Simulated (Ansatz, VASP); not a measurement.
One calculation of BN, two programs

```
CELL_PARAMETERS angstrom
2.51240 0.00000 0.00000
-1.25620 2.17580 0.00000
0.00000 0.00000 4.16063
ATOMIC_POSITIONS crystal
B 0.33333 0.66667 0.99990
B 0.66667 0.33333 0.49990
N 0.33333 0.66667 0.37410
N 0.66667 0.33333 0.87410
```

Change from the starting cell: strained cell.

Alike in both runs: functional PBEsol; k mesh 9 × 9 × 6; occupations gaussian, width 0.02 eV; no spin polarisation.

Ansatz relaxed the structure, and its values are those at the end. VASP's run is a single point on that final structure, the one shown.

|  | VASP | Ansatz |
| --- | --- | --- |
| version | VASP 6.6.1 | Ansatz 0.2.0 |
| potentials or method | VASP PAW PBE potentials, release 64 (B, N) | scalar-relativistic, plane waves, PAW |
| plane-wave cutoff (eV) | 520 | 600 |
| valence electrons in the cell | 16 | 16 |

```tsv
	VASP	Ansatz	Ansatz less VASP
gap on the k mesh at the Fermi level (eV)	4.87	4.88	+0.013
least direct gap on the mesh (eV)	8.37	8.37	+0.002
pressure (GPa)	14.2	13.2	-0.95
```

Ansatz warned: «pseudo_functional_mismatch».

Caveats: the PAW data sets were made with another functional, which shifts forces and pressure a little (VASP); an odd mesh through Γ misses points on the zone boundary, where band edges often lie.
